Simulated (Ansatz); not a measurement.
# ZrGe2P4 monolayer in a perpendicular field

Wanted: the out-of-plane response of the ZrGe2P4 monolayer. A positive field points along +c.

Main program and level: Ansatz 0.2.0; plane-wave DFT, PBE-D3(BJ), Ansatz PAW (set soft_1); PAW set soft_1.

## Step 1: Set-up

The cell holds 7 atoms: 4 P, 2 Ge and 1 Zr. Its edges and angles: a = 3.580 Å, b = 3.580 Å, c = 49.243 Å, α = 90.0°, β = 90.0°, γ = 120.0°. Vacuum lies along c.

Structure file:

```cif
data_structure
_symmetry_space_group_name_H-M 'P 1'
_symmetry_Int_Tables_number 1
_cell_length_a 3.5800
_cell_length_b 3.5800
_cell_length_c 49.2435
_cell_angle_alpha 90.000
_cell_angle_beta 90.000
_cell_angle_gamma 120.000
_cell_volume 546.57
loop_
_atom_site_label
_atom_site_type_symbol
_atom_site_fract_x
_atom_site_fract_y
_atom_site_fract_z
_atom_site_occupancy
P1 P 0.00000 0.00000 0.40716 1
Ge2 Ge 0.33333 0.66667 0.42246 1
P3 P 0.33333 0.66667 0.46714 1
Zr4 Zr 0.00000 0.00000 0.50000 1
P5 P 0.33333 0.66667 0.53286 1
Ge6 Ge 0.33333 0.66667 0.57754 1
P7 P 0.00000 0.00000 0.59284 1
```

## Step 2: Relaxing the slab

The starting cell is a guess, so the in-plane lattice and the atoms are relaxed first, with the slab cut off from its images along the normal.

input.yaml

```yaml
crystal:
  lattice:
    - [3.58, 0.0, 0.0]
    - [-1.79, 3.1003709455, 0.0]
    - [0.0, 0.0, 49.2434893957]
  atoms:
    - { symbol: P, position: [0.0, 0.0, 0.4071604236] }
    - { symbol: Ge, position: [0.3333333333, 0.6666666667, 0.4224633457] }
    - { symbol: P, position: [0.3333333333, 0.6666666667, 0.4671393024] }
    - { symbol: Zr, position: [0.0, 0.0, 0.5] }
    - { symbol: P, position: [0.3333333333, 0.6666666667, 0.5328606976] }
    - { symbol: Ge, position: [0.3333333333, 0.6666666667, 0.5775366543] }
    - { symbol: P, position: [0.0, 0.0, 0.5928395764] }
  periodic: [true, true, false]
kpoints:
  mp_grid: { grid: [12, 12, 1] }
hamiltonian:
  xc: pbe
  dispersion: d3bj
  pseudopotentials: { kind: paw, azcp: { folder: soft_1 } }
scf:
  occupations: { method: fermi_dirac, width: 0.05 }
  convergence: { dr2_threshold: 1.0e-09 }
relax:
  f_tol: 0.004
  max_steps: 90
  cell: {}
output:
  write_potential: true
  write_density: true
  volumetric_format: npy
```

On the command line:

```
> ansatz run input.yaml --threads 2 --pin off --max-ram 3072MiB --backend cpu --events-out ev --progress --plain --runs-dir out
```

Numbers of over 12 decimals in the logs are rounded to 6 here.

Output:

```text
Warning: relax.cell: scf.convergence.dr2_threshold = 1e-9 eV is looser than the 1.9100988191e-10 eV advised for a relaxation that steers and ends on the stress (1e-10 eV for each atom of the cell: 7, times the square of relax.cell.stress_2d_tol = 0.05 N/m over 19.1 Å (the atoms' height at the walk's start and 5 Å past either face), 2.612e-2 GPa, over a crystal's default 0.05). What an SCF threshold leaves in a stress goes as its square root, and in the free energy as the threshold itself, and one threshold admits the most on a small cell: [figures from the program's tests cut] Set scf.convergence.dr2_threshold to 1.9100988191e-10 eV or tighter. [rest of the remark cut]
Engine: ansatz 0.2.0, aarch64-unknown-linux-gnu
Pseudopotentials: kind: paw
Pseudopotential: P, paw, valence charge 5, recommended cutoff 420 eV (normal), soft_1/P.paw.azcp
Pseudopotential: Ge, paw, valence charge 14, recommended cutoff 420 eV (normal), soft_1/Ge.paw.azcp
Pseudopotential: Zr, paw, valence charge 12, recommended cutoff 420 eV (normal), soft_1/Zr.paw.azcp
Functional definition: PBE
  parameter kappa = 0.804
  parameter beta = 0.066725
  exchange = pbe_x(kappa = kappa, mu = beta*pi^2/3)
  correlation = pbe_c(beta = beta)
Crystal: 7 atoms, lattice volume = 546.570 Å³
Basis set: ecut = 420 eV, 10515 PW (Γ), exchange–correlation on 48×48×720 points (8 copies of the dense FFT grid, shifted against one another)
Bands: 37, of which v1, the nominal top of the filled ones, is band 30 counted from 1 (29 counted from 0)
Symmetry: 12 space group operations
Space group: P-6m2 (ITA 187), of the structure as read, at distance tolerance 8.2e-5 Å
k-points: 19 of 144 (time reversal used)
Non-local potential: P, projectors of the file, l = 0: 2, l = 1: 2, l = 2: 1
Non-local potential: Ge, projectors of the file, l = 0: 2, l = 1: 2, l = 2: 3, l = 3: 1
Non-local potential: Zr, projectors of the file, l = 0: 3, l = 1: 2, l = 2: 2, l = 3: 1
PAW form: soft (Blöchl's): semilocal exchange-correlation on the pseudo side does not see the compensation charge
PAW one-centre angular grid: P, 110 points (default); XC on 64 Gauss nodes
PAW one-centre angular grid: Ge, 590 points (default); XC on 64 Gauss nodes
PAW one-centre angular grid: Zr, 590 points (default); XC on 64 Gauss nodes
Initial density: superposition of atomic densities (neutral atoms: chi_scale 0, normalization atom)
Initial wavefunctions: pseudopotential atomic-orbital guess
Functional: x = pbe(κ = 0.804, μ = 0.219515), c = pbe(β = 0.066725)
SCF iter   1: F=—  HF=-15800.762943 eV  |F-HF|=—  |Δ(HF+E_count)|=         —  Δρ=2.43e-2  dr2=7.43e0  ethr=3.10e-3  ⟨swp⟩=13.6  Hψ=5071  notcnv=0  defer=5
preconditioner: auto → LDOS  [metal: Δε(μ)=0.021 eV  Ē_g=8.247 eV  σ=0.050 eV  W_gap=0.10  n_scr=28 (ndim 8)  ℏωp=9.0 eV  f_vac=0.728  D(μ)=1.85/eV (n_scr^D=12)  β→1.0]
SCF iter   2: F=—  HF=-15799.814309 eV  |F-HF|=—  |Δ(HF+E_count)|=   9.49e-1  Δρ=1.14e-2  dr2=1.86e0  ethr=3.10e-3  ⟨swp⟩=5.8  Hψ=2155  notcnv=0  defer=27
SCF iter   3: F=—  HF=-15799.436268 eV  |F-HF|=—  |Δ(HF+E_count)|=   3.78e-1  Δρ=4.70e-3  dr2=6.20e-1  ethr=3.10e-3  ⟨swp⟩=5.4  Hψ=2088  notcnv=0  defer=18
SCF iter   4: F=—  HF=-15799.297779 eV  |F-HF|=—  |Δ(HF+E_count)|=   1.38e-1  Δρ=1.07e-3  dr2=2.42e-2  ethr=1.03e-3  ⟨swp⟩=4.9  Hψ=1441  notcnv=0  defer=18
SCF iter   5: F=—  HF=-15799.294631 eV  |F-HF|=—  |Δ(HF+E_count)|=   3.15e-3  Δρ=3.48e-4  dr2=7.10e-4  ethr=4.03e-5  ⟨swp⟩=3.6  Hψ=1722  notcnv=0  defer=18
SCF iter   6: F=—  HF=-15799.295035 eV  |F-HF|=—  |Δ(HF+E_count)|=   4.04e-4  Δρ=1.16e-4  dr2=6.31e-5  ethr=1.18e-6  ⟨swp⟩=3.2  Hψ=1592  notcnv=0  defer=18
SCF iter   7: F=—  HF=-15799.295039 eV  |F-HF|=—  |Δ(HF+E_count)|=   3.97e-6  Δρ=3.25e-5  dr2=8.25e-6  ethr=1.05e-7  ⟨swp⟩=3.5  Hψ=1589  notcnv=0  defer=18
SCF iter   8: F=—  HF=-15799.295045 eV  |F-HF|=—  |Δ(HF+E_count)|=   6.57e-6  Δρ=8.85e-6  dr2=4.27e-7  ethr=1.37e-8  ⟨swp⟩=3.3  Hψ=1507  notcnv=0  defer=18
SCF iter   9: F=—  HF=-15799.295070 eV  |F-HF|=—  |Δ(HF+E_count)|=   2.43e-5  Δρ=2.45e-6  dr2=4.32e-8  ethr=7.12e-10  ⟨swp⟩=3.3  Hψ=1619  notcnv=0  defer=18
SCF iter  10: F=—  HF=-15799.295070 eV  |F-HF|=—  |Δ(HF+E_count)|=   4.92e-8  Δρ=9.36e-7  dr2=5.88e-9  ethr=7.20e-11  ⟨swp⟩=3.1  Hψ=1594  notcnv=0  defer=18
SCF iter  11: F=-15799.295070 eV  HF=-15799.295070 eV  |F-HF|=6.06e-9  |Δ(HF+E_count)|=   1.36e-8  Δρ=3.02e-7  dr2=5.91e-10  ethr=1.67e-12  ⟨swp⟩=13.4  Hψ=6201  notcnv=0
SCF 1 converged in 11 iterations: F = -15799.295070 eV  dr2 = 5.91e-10
  greatest PAW one-centre occupation: 0.998 electrons in one spin orbital (limit 2), on the Ge atom at site 1 (counted from 0), in its partial waves of l = 2
relax step   1: F+E_penalty+E_count = -15799.29506976 eV  Δ(F+E_penalty+E_count) = +0.000e0 eV  max|allowed force component| = 3.190e0 eV/Å  Δτ_max = 0.0000 Å  P = +12.423 N/m  Ω = 546.570 Å³  fix = [c, alpha, beta]  reactions: c +0.000 N/m  (11 SCF iters, accepted)
Crystal: 7 atoms, lattice volume = 550.674 Å³
Basis set: ecut = 420 eV, 10569 PW (Γ), exchange–correlation on 48×48×720 points (8 copies of the dense FFT grid, shifted against one another)
Initial density: handed on by an earlier stage of this run
Initial wavefunctions: those handed on with the density
iter 1 solved again at ethr=5.57e-4 eV; its pass at ethr=3.10e-3 eV (dr2=3.34e-1 eV) is discarded
SCF iter   1: F=—  HF=-15800.566555 eV  |F-HF|=—  |Δ(HF+E_count)|=         —  Δρ=5.88e-3  dr2=3.38e-1  ethr=5.57e-4  ⟨swp⟩=2.5  Hψ=5839  notcnv=0
preconditioner: auto → LDOS  [metal: Δε(μ)=0.009 eV  Ē_g=7.897 eV  σ=0.050 eV  W_gap=0.05  n_scr=28 (ndim 8)  ℏωp=9.0 eV  f_vac=0.726  D(μ)=1.45/eV (n_scr^D=10)  β→1.0]
SCF iter   2: F=—  HF=-15800.565826 eV  |F-HF|=—  |Δ(HF+E_count)|=   7.29e-4  Δρ=4.15e-3  dr2=3.56e-1  ethr=5.57e-4  ⟨swp⟩=6.4  Hψ=2156  notcnv=0  defer=1
SCF iter   3: F=—  HF=-15800.492485 eV  |F-HF|=—  |Δ(HF+E_count)|=   7.33e-2  Δρ=1.08e-3  dr2=3.03e-2  ethr=5.57e-4  ⟨swp⟩=4.0  Hψ=1474  notcnv=0  defer=21
SCF iter   4: F=—  HF=-15800.487870 eV  |F-HF|=—  |Δ(HF+E_count)|=   4.61e-3  Δρ=3.60e-4  dr2=3.87e-3  ethr=5.05e-5  ⟨swp⟩=3.2  Hψ=1405  notcnv=0  defer=26
SCF iter   5: F=—  HF=-15800.487414 eV  |F-HF|=—  |Δ(HF+E_count)|=   4.55e-4  Δρ=1.12e-4  dr2=6.96e-5  ethr=6.45e-6  ⟨swp⟩=2.9  Hψ=1118  notcnv=0  defer=26
SCF iter   6: F=—  HF=-15800.487371 eV  |F-HF|=—  |Δ(HF+E_count)|=   4.38e-5  Δρ=4.33e-5  dr2=9.19e-6  ethr=1.16e-7  ⟨swp⟩=3.3  Hψ=1588  notcnv=0  defer=26
SCF iter   7: F=—  HF=-15800.487376 eV  |F-HF|=—  |Δ(HF+E_count)|=   5.80e-6  Δρ=1.68e-5  dr2=1.75e-6  ethr=1.53e-8  ⟨swp⟩=2.9  Hψ=1411  notcnv=0  defer=26
[...]
SCF iter   8: F=—  HF=-15800.659630 eV  |F-HF|=—  |Δ(HF+E_count)|=   2.32e-5  Δρ=3.60e-6  dr2=1.98e-7  ethr=6.22e-9  ⟨swp⟩=3.4  Hψ=1454  notcnv=0  defer=23
SCF iter   9: F=—  HF=-15800.659630 eV  |F-HF|=—  |Δ(HF+E_count)|=   3.51e-8  Δρ=1.26e-6  dr2=1.27e-8  ethr=3.30e-10  ⟨swp⟩=3.0  Hψ=1447  notcnv=0  defer=23
SCF iter  10: F=—  HF=-15800.659630 eV  |F-HF|=—  |Δ(HF+E_count)|=   1.25e-8  Δρ=3.85e-7  dr2=1.37e-9  ethr=2.11e-11  ⟨swp⟩=3.3  Hψ=1659  notcnv=0  defer=23
SCF iter  11: F=-15800.659630 eV  HF=-15800.659630 eV  |F-HF|=2.29e-10  |Δ(HF+E_count)|=   1.08e-9  Δρ=1.36e-7  dr2=1.57e-10  ethr=1.67e-12  ⟨swp⟩=11.9  Hψ=5489  notcnv=0
SCF 3 converged in 11 iterations: F = -15800.659630 eV  dr2 = 1.57e-10
relax step   3: F+E_penalty+E_count = -15800.65962959 eV  Δ(F+E_penalty+E_count) = -1.722e-1 eV  max|allowed force component| = 1.893e-1 eV/Å  Δτ_max = 0.1269 Å  P = +1.242 N/m  Ω = 567.355 Å³  energy of the carried Pulay correction = -8.953e-4 eV  fix = [c, alpha, beta]  reactions: c +0.000 N/m  (11 SCF iters, accepted)
[...]
relax step   4: F+E_penalty+E_count = -15800.67289630 eV  Δ(F+E_penalty+E_count) = -1.327e-2 eV  max|allowed force component| = 5.485e-2 eV/Å  Δτ_max = 0.0374 Å  P = +0.064 N/m  Ω = 577.481 Å³  energy of the carried Pulay correction = -1.320e-3 eV  fix = [c, alpha, beta]  reactions: c +0.000 N/m  (9 SCF iters, accepted)
[...]
relax step   5: F+E_penalty+E_count = -15800.67315246 eV  Δ(F+E_penalty+E_count) = -2.562e-4 eV  max|allowed force component| = 1.016e-2 eV/Å  Δτ_max = 0.0038 Å  P = -0.008 N/m  Ω = 578.116 Å³  energy of the carried Pulay correction = -1.346e-3 eV  fix = [c, alpha, beta]  reactions: c -0.000 N/m  (7 SCF iters, accepted)
[...]
relax step   6: F+E_penalty+E_count = -15800.67315967 eV  Δ(F+E_penalty+E_count) = -7.210e-6 eV  max|allowed force component| = 6.319e-4 eV/Å  Δτ_max = 0.0009 Å  P = -0.004 N/m  Ω = 578.114 Å³  energy of the carried Pulay correction = -1.346e-3 eV  fix = [c, alpha, beta]  reactions: c -0.000 N/m  (7 SCF iters, accepted)
Basis set: ecut = 420 eV, 11301 PW (Γ), exchange–correlation on 50×50×720 points (8 copies of the dense FFT grid, shifted against one another)
Initial wavefunctions: pseudopotential atomic-orbital guess (no wavefunctions were taken with the density)
iter 1 solved again at ethr=1.16e-6 eV; its pass at ethr=3.10e-3 eV (dr2=6.96e-4 eV) is discarded
SCF iter   1: F=—  HF=-15800.673577 eV  |F-HF|=—  |Δ(HF+E_count)|=         —  Δρ=5.58e-5  dr2=7.52e-7  ethr=1.16e-6  ⟨swp⟩=4.6  Hψ=7756  notcnv=0
eigensolver tolerance schedule: the retry pair's looser diagonalisation over-reported the residual by 925.10 of it (diagonalisation noise at 0.53 of the residual, at the tolerance the schedule requests for it); recorded, not acted on — ethr = c·dr2/N_el stays at c = 1.0e-1
SCF iter   2: F=—  HF=-15800.674439 eV  |F-HF|=—  |Δ(HF+E_count)|=   8.62e-4  Δρ=8.94e-6  dr2=1.03e-6  ethr=1.25e-9  ⟨swp⟩=5.4  Hψ=2338  notcnv=0
SCF iter   3: F=—  HF=-15800.674428 eV  |F-HF|=—  |Δ(HF+E_count)|=   1.07e-5  Δρ=5.69e-6  dr2=1.16e-6  ethr=1.25e-9  ⟨swp⟩=2.8  Hψ=1286  notcnv=0
SCF iter   4: F=—  HF=-15800.674437 eV  |F-HF|=—  |Δ(HF+E_count)|=   8.51e-6  Δρ=2.15e-6  dr2=4.58e-8  ethr=1.25e-9  ⟨swp⟩=3.0  Hψ=1044  notcnv=0
SCF iter   5: F=—  HF=-15800.674438 eV  |F-HF|=—  |Δ(HF+E_count)|=   1.57e-6  Δρ=5.90e-7  dr2=7.45e-9  ethr=7.64e-11  ⟨swp⟩=3.2  Hψ=1477  notcnv=0
SCF iter   6: F=-15800.674439 eV  HF=-15800.674439 eV  |F-HF|=7.65e-9  |Δ(HF+E_count)|=   1.61e-7  Δρ=1.33e-7  dr2=2.38e-10  ethr=1.67e-12  ⟨swp⟩=15.3  Hψ=7214  notcnv=0
SCF 7 converged in 6 iterations: F = -15800.674439 eV  dr2 = 2.38e-10
relax step   7: F+E_penalty+E_count = -15800.67443852 eV  Δ(F+E_penalty+E_count) = -1.279e-3 eV  max|allowed force component| = 6.181e-4 eV/Å  Δτ_max = 0.0000 Å  P = +0.004 N/m  Ω = 578.114 Å³  fix = [c, alpha, beta]  reactions: c +0.000 N/m  stress off target by 3.51e-3 N/m on what of the cell is left free  SCF on the basis re-selected at this cell (its energy is not comparable with the rows above)  (6 SCF iters)
basis re-selected at this cell: Δ(F+E_penalty+E_count) = -1.279e-3 eV, ΔP = +0.008 N/m vs the last step (what re-selecting the basis moved, of the pressure what is left beyond the Pulay correction that the steps carried, after the strain that the cell walked since its last selection, with what the two solves' SCF thresholds leave and, on support functions, any second-order correction that the steps lacked; it is no measure of the basis error at this ecutwfc). The dense FFT grid was sized anew with the basis: this SCF ran on 25×25×360 points, the steps before it on 24×24×360, so part of this shift can come from that change (see relax.cell in the input reference). [rest of the remark cut]
SCF converged after 6 iterations
Free energy (F): -15800.674439 eV
Harris-Foulkes:  -15800.674439 eV  (|F-HF|=7.65e-9)
Internal energy: -15800.668145 eV  (E = F + TS)
E sigma→0 (E₀):  -15800.671292 eV
Entropy (-TS):   -0.006294 eV (-0.899 meV/atom)
Fermi energy:    -5.576188 eV
--- Per-component energies (eV) ---
  E_band       = -1235.822029
  E_kinetic    = 775.125706
  E_local      = -239606.073037  (includes V_loc(G=0)·N_el)
  E_nonlocal   = 642.158423
  E_hartree    = 119110.359917
  E_xc         = -588.423865
  E_vxc        = -555.503852  (∫ρ·V_xc dr)
  E_paw        = -9225.874429  (= ΣΔE_a)
  E_vpaw       = -712.252505  (= ΣTr[D̂ρ^β])
  E_aug_tail   = 0.000006  (compensation charges beyond the density's cutoff)
  E_ewald      = 113094.238433
  E_disp       = -2.179300  (pairwise vdW)
  E_smearing   = -0.006294  (= −TS)
  E_closure    = -0.000000  (closes the sum)
  Σ components = -15800.674439   (vs F -15800.674439, Δ=0.00e0)
--- Forces (eV/Å), atoms counted from 1 ---
  atom   1  P     -0.00000000    -0.00000000     0.00053044
  atom   2  Ge     0.00000000     0.00000000    -0.00061810
  atom   3  P     -0.00000000    -0.00000000     0.00038699
  atom   4  Zr     0.00000000    -0.00000000     0.00000000
  atom   5  P     -0.00000000    -0.00000000    -0.00038699
  atom   6  Ge    -0.00000000     0.00000000     0.00061810
  atom   7  P     -0.00000000    -0.00000000    -0.00053044
  max |Σ_I F_I| component: 9.71e-16 eV/Å
--- 2D stress c σ (N/m, compression-positive) ---
        0.003508      -0.000000       0.000000
       -0.000000       0.003508       0.000000
        0.000000       0.000000       0.000000
  P = ½ c Tr σ = 0.0035 N/m
--- Band table (eV; the first three rows and the last of 19) ---
  k-point 0: bands = [... 26 lower, -6.3083, -6.0979, -5.6112, -5.6112, -4.7367, -3.7624, -3.3988, -2.4642, ... 3 higher]
  k-point 1: bands = [... 26 lower, -6.4359, -6.1870, -5.7352, -5.7306, -4.6033, -3.2357, -3.0853, -2.4804, ... 3 higher]
  k-point 2: bands = [... 26 lower, -6.5252, -6.4229, -6.0331, -6.0320, -4.7047, -3.2253, -3.2197, -2.2780, ... 3 higher]
  k-point 18: bands = [... 26 lower, -7.8672, -7.6515, -6.7061, -5.9453, -4.1326, -3.7009, -3.0515, -2.8670, ... 3 higher]
  the weakly bound empty levels are not read free of the cell's end (no_gap_told)
--- Relaxed structure (6 steps of the walk, 6 accepted, 1 SCFs on fresh bases) ---
  F+E_penalty+E_count = -15800.67443852 eV   max|allowed force component| = 6.181e-4 eV/Å   (the final SCF, on the basis selected at the relaxed cell)
  cell:  # Å, volume = 578.1144 Å³
    - [3.681859, 5.654320702037077e-18, 0]
    - [-1.840930, 3.188584, 0]
    - [0, 0, 49.2434893957]
  atoms:
    - { symbol: P, position: [1.2066363135045472e-17, -5.1357255561990646e-17, 0.401295] }
    - { symbol: Ge, position: [0.333333, 0.666667, 0.422448] }
    - { symbol: P, position: [0.333333, 0.666667, 0.469493] }
    - { symbol: Zr, position: [1.0573552618554941e-17, -5.1357255561990646e-17, 0.500000] }
    - { symbol: P, position: [0.333333, 0.666667, 0.530507] }
    - { symbol: Ge, position: [0.333333, 0.666667, 0.577552] }
    - { symbol: P, position: [9.080742102064478e-18, -5.1357255561990646e-17, 0.598705] }
```

It took 2.9 min on 2 threads of Arm Neoverse V1, shared host; peak memory 0.91 GiB.

Step by step:

| step | energy less that of the first step (eV) | largest force component (eV/Å) | volume (Å³) |
| --- | --- | --- | --- |
| 1 | 0.0000 | 3.1899 | 546.57 |
| 2 | -1.1923 | 0.7525 | 550.67 |
| 3 | -1.3646 | 0.1893 | 567.35 |
| 4 | -1.3778 | 0.0549 | 577.48 |
| 5 | -1.3781 | 0.0102 | 578.12 |
| 6 | -1.3781 | 0.0006 | 578.11 |
| 7* | -1.3794 | 0.0006 | 578.11 |

Relaxation steps marked * repeat the geometry before them on a plane-wave basis chosen anew for their cell, so energy and pressure can jump there.

The run keeps the 12 symmetry operations that it works with, so distortions that break them were not tested.

| cell as run | before | after | change |
| --- | --- | --- | --- |
| a (Å) | 3.580 | 3.682 | +2.8 % |
| b (Å) | 3.580 | 3.682 | +2.8 % |

The atoms that moved most (Å, along periodic axes as changes of fractional coordinates times the final cell, across vacuum about the mean position):

| atom | dx | dy | dz | length |
| --- | --- | --- | --- | --- |
| P1 | 0.000 | 0.000 | -0.289 | 0.289 |
| P7 | 0.000 | 0.000 | 0.289 | 0.289 |
| P5 | 0.000 | 0.000 | -0.116 | 0.116 |
| P3 | 0.000 | 0.000 | 0.116 | 0.116 |

This step gave:

```yaml
energy_at_zero_smearing: -15800.6713 eV
```

The lattice constant a goes from 3.580 to 3.682 Å.

[end of part 1 of 2]

[Logs are printed without paths, hosts, clocks, repeated set-up lines and the standing remarks that a program may print on its own settings, such as how far it seeks lower states.]

[Hosts, paths, dates, database ids (printed as entryN), source tags and the programs' standing remarks are cut or masked in the printed files.]

[Maps of the electrostatic potential energy from Ansatz leave out the sawtooth potential of an applied field or a dipole correction, so their vacuum need not be flat; planar profiles and work functions include it.]
